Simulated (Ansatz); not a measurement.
# TiO2 (Anatase, I4_1/amd): zone-centre modes under pressure, part 2 of 4

Wanted: Grüneisen parameters and pressure coefficients of the modes of TiO2 (Anatase, I4_1/amd).

Ansatz 0.2.0; DFT PBEsol, scalar-relativistic, plane waves, PAW; PAW set soft_1.

So far: The structure; Bringing the structure to rest.

## Step 3: Tight relaxation

Phonons need small forces and stress, so the relaxation is finished with tight tolerances on 12×12×12 k points.

File input.yaml:

```yaml
crystal:
  lattice:
    - [-1.8852158995, 1.8852158995, 4.7758836855]
    - [1.8852158995, -1.8852158995, 4.7758836855]
    - [1.8852158995, 1.8852158995, -4.7758836855]
  atoms:
    - { symbol: O, position: [0.2075189958, 0.2075189958, 0.0] }
    - { symbol: O, position: [0.9575189958, 0.4575189958, 0.5] }
    - { symbol: O, position: [0.5424810042, 0.0424810042, 0.5] }
    - { symbol: O, position: [0.7924810042, 0.7924810042, 0.0] }
    - { symbol: Ti, position: [0.0, 0.0, 0.0] }
    - { symbol: Ti, position: [0.75, 0.25, 0.5] }
kpoints:
  mp_grid: { grid: [12, 12, 12] }
hamiltonian:
  xc: pbesol
  pseudopotentials: { kind: paw, azcp: { folder: soft_1 }, xc_functional: pbe }
scf:
  occupations: { method: fixed }
output:
  forces: true
  stress: true
  eigenvalues: true
  write_density: true
  write_potential: true
  elf: true
  volumetric_format: npy
relax:
  adjacent_minimum: "off"
  f_tol: 0.001
  max_steps: 60
  cell: { stress_tol: 0.01 }
```

Command:

```console
ansatz run input.yaml --threads 8 --pin off --max-ram 16384MiB --backend cpu --events-out ev --progress --plain --runs-dir out
```

Numbers of over 12 decimals in the logs are rounded to 6 here.

The log of the run:

```text
[...]
Crystal: 6 atoms, lattice volume = 67.895 Å³
Basis set: ecut = 420 eV, 1315 PW (Γ), exchange–correlation on 80×80×80 points (8 copies of the dense FFT grid, shifted against one another)
Bands: 30, of which v1, the nominal top of the filled ones, is band 24 counted from 1 (23 counted from 0)
Symmetry: 16 space group operations
[...]
k-points: 163 of 1728
[...]
cell:  # Å, volume = 67.8965 Å³
    - [-1.884860, 1.884860, 4.777813]
    - [1.884860, -1.884860, 4.777813]
    - [1.884860, 1.884860, -4.777813]
  atoms:
    - { symbol: O, position: [0.207468, 0.207468, 0] }
    - { symbol: O, position: [0.957468, 0.457468, 0.5] }
    - { symbol: O, position: [0.542532, 0.042532, 0.500000] }
    - { symbol: O, position: [0.792532, 0.792532, 0] }
    - { symbol: Ti, position: [0, 0, 0] }
    - { symbol: Ti, position: [0.75, 0.250000, 0.5] }
[key lines of the parts left out:]
SCF converged after 6 iterations
Free energy (F): -7199.752615 eV
Fermi energy:    7.181369 eV
P = ⅓ Tr σ = 0.0002 GPa (0.002 kbar)
```

Run time: 34 s. Hardware: 8 threads of Arm Neoverse N1, shared host; peak memory 0.65 GiB.

Little changed from the start: no atom moved by 0.005 Å and no cell edge by 0.1 %.

This step gave:

- pressure: 1.83e-4 GPa
- gap on the k-mesh: 2.115 eV

ELF in the ac plane of the conventional cell at fractional y = 0.000, with atoms of O and Ti within 0.2 Å of it. It is the smooth field of the valence electrons, not physical close to the nuclei.

Ten even steps from '_' (0.01) to '@' (0.80), each cell a mean:
```
%%%%**--##@@##++%%@@====##%%
**++::::##@@%%##%%@@++..--**
++==::..==**%%%%##++::::--==
@@@@##--..::====--....++%%@@
++%%@@++::++##%%##==::##@@##
##@@@@====%%%%##@@##--**@@%%
@@@@**::==%%@@%%%%##::--%%@@
**==::__..==****++--__..--++
..____..--==++++++==::..____
____..++%%@@@@@@@@@@##--____
____::##@@@@##++%%@@%%++..__
____..**@@@@%%##@@@@%%==____
______--**%%@@@@@@%%++..____
________::==++**++--..______
____________....____________
::::..__________________..::
%%##++--____________..==**##
@@@@@@##::________..==%%@@@@
++%%@@%%==..______::**@@@@##
##@@@@%%==..______::**@@@@%%
%%%%##++::________..--**%%%%
==--::..__..::::..____..--==
%%##++..::++##%%##==..::**%%
##@@%%--++@@@@@@@@%%::++%%%%
```
Columns run along a (3.8 Å), rows up along c (9.6 Å), edges of the conventional cell, whose origin can differ from the input's. Atoms in or near the plane, at fractional coordinates: O at (0.00, 0.21), O at (0.50, 0.96), O at (0.50, 0.54), O at (0.00, 0.79), Ti at (0.00, 0.00), Ti at (0.50, 0.75).

Valence density in the ac plane of the conventional cell at fractional y = 0.000, with atoms of O and Ti within 0.2 Å of it. It is the smooth field of the valence electrons, not physical close to the nuclei.

Ten even steps from '_' (0 e/Å³) to '@' (11 e/Å³), each cell a mean:
```
%%++::__..::++**==..__..--##
::..______::==++--..______..
____________......__________
::..____________________..::
**==..____..--==::..__..::++
++--..__..==%%@@##--____::==
..______..--##%%++::______..
____________..::..__________
____________________________
__________..::::..__________
__________::++**==..________
__________::==++--..________
____________....____________
____________________________
____________________________
____________________________
____________________________
::..____________________..::
**==..__________________::++
++--..__________________::==
....______________________..
____________________________
==--..__________________..--
@@##--____..::::..____..==%%
```
Columns run along a (3.8 Å), rows up along c (9.6 Å), edges of the conventional cell, whose origin can differ from the input's. Atoms in or near the plane, at fractional coordinates: O at (0.00, 0.21), O at (0.50, 0.96), O at (0.50, 0.54), O at (0.00, 0.79), Ti at (0.00, 0.00), Ti at (0.50, 0.75).

Electrostatic potential energy in the ac plane of the conventional cell at fractional y = 0.000, with atoms of O and Ti within 0.2 Å of it. With pseudopotentials it is smooth inside the atoms' cores, unlike the true potential.

Values in eV, 24 rows by 14 columns, each cell a mean:
```
-35 -34 -26  -8  -3 -23 -33 -35 -30 -15   0 -16 -30 -35
-24 -20 -10   2   2 -18 -30 -32 -26  -9   5  -2 -14 -22
 -2   2   6   8   8   3  -6  -9  -2   6   8   7   4   0
-21 -14   1   8   5  -1  -7  -9  -5   1   6   7  -5 -18
-35 -30 -15   3  -9 -23 -30 -31 -28 -18  -2  -1 -23 -33
-31 -25  -9  -1 -20 -32 -36 -36 -35 -28 -11  -1 -17 -29
 -3   1   6   1 -17 -30 -35 -35 -34 -26  -8   5   5  -1
 13  12  11   7  -2 -14 -22 -24 -19  -9   3   9  11  12
 14  13  12  11   8   5   0  -2   2   6   9  12  13  14
 14  14  14  13   9  -3 -18 -21 -13   3  12  13  14  14
 14  14  14  13   4 -21 -33 -35 -29 -12  11  14  14  14
 14  14  14  13   7 -15 -29 -32 -25  -6  12  14  14  14
 14  14  14  14  13   9   0  -3   3  11  13  14  14  14
 14  14  14  14  14  13  13  13  13  13  14  14  14  14
 14  14  14  14  14  14  14  14  14  14  14  14  14  14
 13  14  14  14  14  14  14  14  14  14  14  14  14  14
 11  12  13  14  14  14  14  14  14  14  14  13  13  12
-18 -10   5  13  14  14  14  14  14  14  14  11  -1 -15
-35 -29 -12  11  14  14  14  14  14  14  13   4 -20 -32
-32 -25  -7  11  13  14  14  14  14  14  13   6 -16 -29
 -9  -2   7  11  13  13  14  14  14  13  12  10   4  -6
 -9  -5   2   7  11  12  13  13  13  12   9   5  -1  -7
-31 -28 -18  -2   7  10  11  10  11   9   5  -9 -23 -30
-35 -35 -28 -11   3  -3 -15 -17 -10   2   0 -19 -32 -36
```
Columns run along a (3.8 Å; values clipped at the 3rd and 97th percentile), rows up along c (9.6 Å), edges of the conventional cell, whose origin can differ from the input's. Atoms in or near the plane, at fractional coordinates: O at (0.00, 0.21), O at (0.50, 0.96), O at (0.50, 0.54), O at (0.00, 0.79), Ti at (0.00, 0.00), Ti at (0.50, 0.75).

The largest force component left is 0.0088 meV/Å and the pressure is 0.000 GPa, within the tolerances set. The cell now holds 11.32 Å³/atom.

## Step 4: Zone-centre response at rest

The modes at rest are the reference of the series, and the response to a field gives the dielectric tensor and the Born charges.

input.yaml, the sections that differ from step 3:

```yaml
crystal:
  lattice:
    - [-1.8848597724, 1.8848597724, 4.7778134689]
    - [1.8848597724, -1.8848597724, 4.7778134689]
    - [1.8848597724, 1.8848597724, -4.7778134689]
  atoms:
    - { symbol: O, position: [0.2074676723, 0.2074676723, 0.0] }
    - { symbol: O, position: [0.9574676723, 0.4574676723, 0.5] }
    - { symbol: O, position: [0.5425323277, 0.0425323277, 0.5] }
    - { symbol: O, position: [0.7925323277, 0.7925323277, 0.0] }
    - { symbol: Ti, position: [0.0, 0.0, 0.0] }
    - { symbol: Ti, position: [0.75, 0.25, 0.5] }
output:
  eigenvalues: true
phonons:
  method: dfpt
  dielectric: true
  rigid_motions: translations
  raman: true
# kpoints, hamiltonian, scf: as in step 3
# relax: removed
```

The log of the run:

```text
[...]
Crystal: 6 atoms, lattice volume = 67.896 Å³
Basis set: ecut = 420 eV, 1315 PW (Γ), exchange–correlation on 80×80×80 points (8 copies of the dense FFT grid, shifted against one another)
Bands: 30, of which v1, the nominal top of the filled ones, is band 24 counted from 1 (23 counted from 0)
Symmetry: 16 space group operations
k-points: 868 of 1728 (irreducible under 1 space group operation, time reversal used)
[...]
SCF iter   1: F=—  HF=-7200.092980 eV  |F-HF|=—  |Δ(HF+E_count)|=         —  Δρ=5.44e-2  dr2=2.17e0  ethr=3.10e-3  ⟨swp⟩=3.6  Hψ=84261  notcnv=0  defer=1514
[...]
SCF iter  10: F=-7199.752615 eV  HF=-7199.752615 eV  |F-HF|=9.09e-13  |Δ(HF+E_count)|=   1.66e-9  Δρ=3.00e-7  dr2=2.76e-11  ethr=1.00e-12  ⟨swp⟩=12.1  Hψ=152848  notcnv=0
SCF 1 converged in 10 iterations: F = -7199.752615 eV  dr2 = 2.76e-11
[...]
NSCF: frozen V_eff on 3 k-points
DFPT response loops at Γ: preconditioner auto → Resta (q_TF=auto, 2.575 Å⁻¹)  ε∞=5.3 (no band partly filled); β = 1.00, the filter's whole step (`scf.mixing.beta` (0.50) is not read by the response loops at its default; to damp them type it under 1.00, their step now; it binds the ground state too); Broyden in place of MSR1
── the response to a field inside a basis, on 12×12×12 k-points: an SCF that follows is theirs, and a resumed run solves both again ──
Bands: 25, of which v1, the nominal top of the filled ones, is band 24 counted from 1 (23 counted from 0)
k-points: 159 of 1728
[...]
Eigensolver: Dense (159 Hₖ)
SCF iter   1: F=—  HF=-7199.735595 eV  |F-HF|=—  |Δ(HF+E_count)|=         —  Δρ=2.69e-4  dr2=1.13e-5  ethr=1.00e-1
[...]
SCF iter   6: F=-7199.735600 eV  HF=-7199.735600 eV  |F-HF|=4.00e-11  |Δ(HF+E_count)|=   4.41e-9  Δρ=1.82e-7  dr2=1.41e-11  ethr=4.06e-12
SCF 1 converged in 6 iterations: F = -7199.735600 eV  dr2 = 1.41e-11
[...]
SCF converged after 10 iterations
Free energy (F): -7199.752615 eV
[...]
Internal energy: -7199.752615 eV  (E = F + TS)
E sigma→0 (E₀):  -7199.752615 eV
Fermi energy:    7.181369 eV
[...]
--- Band table (eV; the first three rows and the last of 868) ---
  k-point 0: bands = [... 20 lower, 6.4120, 6.4120, 6.7145, 6.7145, 9.2967, 10.0452, 11.2478, 11.2478, ... 2 higher]
  k-point 1: bands = [... 20 lower, 6.2668, 6.3556, 6.4224, 6.8141, 9.6198, 10.0941, 10.9224, 11.0964, ... 2 higher]
  k-point 2: bands = [... 20 lower, 5.8385, 5.9917, 6.5261, 6.9390, 10.1434, 10.2717, 10.4794, 10.9218, ... 2 higher]
  k-point 867: bands = [... 20 lower, 5.9172, 5.9172, 7.0751, 7.0751, 9.6575, 9.6575, 11.0016, 11.0016, ... 2 higher]
--- Phonons (Γ-DFPT): 5 representative perturbations + reference, on 868 of 1728 k-points (Σ response iterations 18) ---
  k mesh reduced under 1 symmetry operation, with k and −k counted as one. Each operation leaves every solved perturbation unchanged. A smaller set is not considered because the run solves the response to a homogeneous field
  ASR residual: 1.090e-4 → 0.000e0 eV/Å²; symmetrization residual: 2.786e-5 eV/Å²
  ASR residual per site (eV/Å²): 1.09e-4 1.09e-4 1.09e-4 1.09e-4 8.23e-5 8.23e-5
  Γ frequencies (cm⁻¹): 0.00 0.00 0.00 133.87 133.87 168.30 168.30 227.80 227.80 329.24 372.99 418.42 418.42 490.02 512.43 538.03 619.05 619.05
  ε∞ (high-frequency dielectric tensor):
        6.852256     0.000000     0.000000
        0.000000     6.852256     0.000000
        0.000000     0.000000     6.278662
  ε⁰ (static dielectric tensor: ions relaxed, cell fixed):
       61.270883    -0.000000    -0.000000
       -0.000000    61.270883     0.000000
       -0.000000     0.000000    29.169564
  ε⁰ − ε∞ (ionic part):
       54.418627    -0.000000    -0.000000
       -0.000000    54.418627     0.000000
       -0.000000     0.000000    22.890902
  softest optical mode at Γ: 133.87 cm⁻¹; the repairs (sum rule, projections) moved no ω² at Γ by more than (3.22 cm⁻¹)²
  Born effective charges Z* (e; rows j = field, columns β = displacement):
    site 0:
        -1.11182    0.00000    0.00000
        -0.00000   -5.43482    0.00000
        -0.00000    0.00000   -2.86495
    site 1:
        -5.43482   -0.00000   -0.00000
         0.00000   -1.11182    0.00000
         0.00000    0.00000   -2.86495
    site 2:
        -1.11182   -0.00000    0.00000
        -0.00000   -5.43482    0.00000
        -0.00000   -0.00000   -2.86495
    site 3:
        -5.43482   -0.00000    0.00000
         0.00000   -1.11182   -0.00000
         0.00000   -0.00000   -2.86495
    site 4:
         6.54664    0.00000   -0.00000
         0.00000    6.54664    0.00000
         0.00000    0.00000    5.72989
    site 5:
         6.54664    0.00000    0.00000
         0.00000    6.54664   -0.00000
         0.00000    0.00000    5.72989
  Z* charge neutrality: 5.129e-3 e pre-enforcement
  solved inside a basis spanned on kpoints, on 12×12×12 k-points: ε∞ is read to err by 2.1e-2, Z* by 2.2e-2 e (field_mesh: kpoints solves on kpoints); Z* is corrected for what the basis lacks
  Raman tensors (in the event stream and the table raman_tensors.tsv): an entry may err by 6.6e-2 Å², one of the second-order susceptibility by 1.0e-18 pm/V (basis, points and sum rule); their sum over the sites missed zero by 7.105e-15 Å² ahead of its enforcement
  optical modes at Γ without the LO–TO term, one row a degenerate level:
      ω (cm⁻¹)  modes    IR ((D/Å)²/amu)  static Raman (Å⁴/amu)  depolarisation
        133.87      2             0.0000               711.3354           0.750
        168.30      2             0.0000                 1.4731           0.750
        227.80      2           145.9448                 0.0000               —
        329.24      1            78.9919                 0.0000               —
        372.99      1             0.0000               329.0744           0.750
        418.42      2           114.1848                 0.0000               —
        490.02      1             0.0000               117.1873           0.750
        512.43      1             0.0000               432.3572           0.187
        538.03      1             0.0000                 0.0000               —
        619.05      2             0.0000              1498.1004           0.750
  optical modes at Γ + LO–TO along q̂ = [1.0000, 0.0000, 0.0000]:
      ω (cm⁻¹)  modes    IR ((D/Å)²/amu)  static Raman (Å⁴/amu)  depolarisation
        133.87      2             0.0000               711.3354           0.750
        168.30      2             0.0000                 1.4731           0.750
        227.80      1            72.9724                 0.0000               —
        329.24      1            78.9919                 0.0000               —
        338.59      1             1.3928                 0.0000               —
        372.99      1             0.0000               329.0744           0.750
        418.42      1            57.0924                 0.0000               —
        490.02      1             0.0000               117.1873           0.750
        512.43      1             0.0000               432.3572           0.187
        538.03      1             0.0000                 0.0000               —
        619.05      2             0.0000              1498.1004           0.750
        841.78      1           128.6720                 0.0000               —
  optical modes at Γ + LO–TO along q̂ = [0.0000, 1.0000, 0.0000]:
      ω (cm⁻¹)  modes    IR ((D/Å)²/amu)  static Raman (Å⁴/amu)  depolarisation
        133.87      2             0.0000               711.3354           0.750
        168.30      2             0.0000                 1.4731           0.750
        227.80      1            72.9724                 0.0000               —
        329.24      1            78.9919                 0.0000               —
        338.59      1             1.3928                 0.0000               —
        372.99      1             0.0000               329.0744           0.750
        418.42      1            57.0924                 0.0000               —
        490.02      1             0.0000               117.1873           0.750
        512.43      1             0.0000               432.3572           0.187
        538.03      1             0.0000                 0.0000               —
        619.05      2             0.0000              1498.1004           0.750
        841.78      1           128.6720                 0.0000               —
  optical modes at Γ + LO–TO along q̂ = [0.0000, 0.0000, 1.0000]:
      ω (cm⁻¹)  modes    IR ((D/Å)²/amu)  static Raman (Å⁴/amu)  depolarisation
        133.87      2             0.0000               711.3354           0.750
        168.30      2             0.0000                 1.4731           0.750
        227.80      2           145.9448                 0.0000               —
        372.99      1             0.0000               329.0744           0.750
        418.42      2           114.1848                 0.0000               —
        490.02      1             0.0000               117.1873           0.750
        512.43      1             0.0000               432.3572           0.187
        538.03      1             0.0000                 0.0000               —
        619.05      2             0.0000              1498.1004           0.750
        709.66      1            78.9919                 0.0000               —
```

Elapsed: 19 min, on 8 threads; peak memory 7.4 GiB; 2.4 h of CPU time.

The column dr2 measures how far the density is from self-consistency, as an energy; F and HF (Harris–Foulkes) agree once it is small.

This step gave:

```yaml
sum_rule_residual_before_enforcement: 1.09e-4 eV/Å²
miss_of_the_charge_sum_rule: 0.005129 e
estimated_error_of_the_dielectric_tensor: 0.02091
estimated_error_of_the_born_charges: 0.02171 e
point_group: 4/mmm
highest_optical_mode_at_the_zone_centre_no_lo_to_term: 619.0 cm⁻¹
lowest_optical_zone_centre_mode: 133.9 cm⁻¹
mean_high_frequency_dielectric_constant: 6.661
largest_born_charge_third_of_the_trace: 6.274 e
mean_static_dielectric_constant: 50.57
top_of_the_zone_centre_spectrum_with_the_field: 841.8 cm⁻¹
```

Without the LO-TO term. Patterns of degenerate modes are one choice out of their space. Modes at Γ, with each element's share of the kinetic energy:

| mode | frequency (cm⁻¹) | symmetry | O % | Ti % |
| --- | --- | --- | --- | --- |
| 1 | 0.0 | acoustic | 40 | 60 |
| 2 | 0.0 | acoustic | 40 | 60 |
| 3 | 0.0 | acoustic | 40 | 60 |
| 4 | 133.9 | Eg | 1 | 99 |
| 5 | 133.9 | Eg | 1 | 99 |
| 6 | 168.3 | Eg | 100 | 0 |
| 7 | 168.3 | Eg | 100 | 0 |
| 8 | 227.8 | Eu | 62 | 38 |
| 9 | 227.8 | Eu | 62 | 38 |
| 10 | 329.2 | A2u | 60 | 40 |
| 11 | 373.0 | B1g | 0 | 100 |
| 12 | 418.4 | Eu | 98 | 2 |
| 13 | 418.4 | Eu | 98 | 2 |
| 14 | 490.0 | B1g | 100 | 0 |
| 15 | 512.4 | A1g | 100 | 0 |
| 16 | 538.0 | B2u | 100 | 0 |
| 17 | 619.0 | Eg | 100 | 0 |
| 18 | 619.0 | Eg | 100 | 0 |

Displacements in mode 5 (133.9 cm⁻¹), the largest set to 1:
```
O1   0.12  0.00  0.00
O2   0.08  0.00  0.00
O3  -0.12  0.00  0.00
O4  -0.08  0.00  0.00
Ti5  1.00  0.00  0.00
Ti6 -1.00  0.00  0.00
```

Displacements in mode 13 (418.4 cm⁻¹), the largest set to 1:
```
O1  -0.67  0.03  0.00
O2   1.00 -0.02  0.00
O3  -0.67  0.03  0.00
O4   1.00 -0.02  0.00
Ti5 -0.11  0.00  0.00
Ti6 -0.11  0.00  0.00
```

Optical modes at the zone centre, without and with the macroscopic field of the longitudinal modes; each column is sorted by frequency, so a row need not hold one and the same mode. Modes with and without the field, by row:

| rank among optical modes | no field (cm⁻¹) | q along (1, 0, 0) (cm⁻¹) | q along (0, 0, 1) (cm⁻¹) |
| --- | --- | --- | --- |
| 1 | 133.9 | 133.9 | 133.9 |
| 2 | 133.9 | 133.9 | 133.9 |
| 3 | 168.3 | 168.3 | 168.3 |
| 4 | 168.3 | 168.3 | 168.3 |
| 5 | 227.8 | 227.8 | 227.8 |
| 6 | 227.8 | 329.2 | 227.8 |
| 7 | 329.2 | 338.6 | 373 |
| 8 | 373 | 373 | 418.4 |
| 9 | 418.4 | 418.4 | 418.4 |
| 10 | 418.4 | 490 | 490 |
| 11 | 490 | 512.4 | 512.4 |
| 12 | 512.4 | 538 | 538 |
| 13 | 538 | 619 | 619 |
| 14 | 619 | 619 | 619 |
| 15 | 619 | 841.8 | 709.7 |

Born charge (rows field, columns displacement) (e), principal values of the symmetric part by kind of site:

| atom | atoms with these values | low | middle | high | mean |
| --- | --- | --- | --- | --- | --- |
| O1 | 4 | -5.43 | -2.86 | -1.11 | -3.14 |
| Ti5 | 2 | 5.73 | 6.55 | 6.55 | 6.27 |

In full for O1:

```
-1.11  0.00  0.00
 0.00 -5.43  0.00
 0.00  0.00 -2.86
```

High-frequency dielectric tensor:

```
6.85 0.00 0.00
0.00 6.85 0.00
0.00 0.00 6.28
```

Static dielectric tensor (ions relaxed, fixed cell):

```
61.27  0.00  0.00
 0.00 61.27  0.00
 0.00  0.00 29.17
```

Transverse modes. Lines of the infrared spectrum (strongest = 100):

| position (cm⁻¹) | label | relative intensity |
| --- | --- | --- |
| 134 | Eg | 0.0 |
| 168 | Eg | 0.0 |
| 228 | Eu | 100 |
| 329 | A2u | 54 |
| 373 | B1g | 0.0 |
| 418 | Eu | 78 |
| 490 | B1g | 0.0 |
| 512 | A1g | 0.0 |
| 538 | B2u | 0.0 |
| 619 | Eg | 0.0 |

Activity x (w_L - w)^4 (n + 1)/w, 532 nm, 300 K; modes without the macroscopic field alone. Lines of the Raman spectrum (strongest = 100):

| position (cm⁻¹) | label | relative intensity |
| --- | --- | --- |
| 134 | Eg | 100 |
| 168 | Eg | 0.1 |
| 228 | Eu | 0.0 |
| 329 | A2u | 0.0 |
| 373 | B1g | 9.0 |
| 418 | Eu | 0.0 |
| 490 | B1g | 2.2 |
| 512 | A1g | 7.6 |
| 538 | B2u | 0.0 |
| 619 | Eg | 20 |

Before it was imposed, the acoustic sum rule was missed by 1.1e-4 eV/Å² and the charge sum rule by 0.0051 e. Small misses are needed for a sound result but don't prove that mesh and cutoff are converged. The lowest optical mode is real, 134 cm⁻¹.

(Continued in part 3 of 4.)

[Logs are printed without paths, hosts, clocks, repeated set-up lines and the standing remarks that a program may print on its own settings, such as how far it seeks lower states.]

[Hosts, paths, dates, database ids (printed as entryN), source tags and the programs' standing remarks are cut or masked in the printed files.]
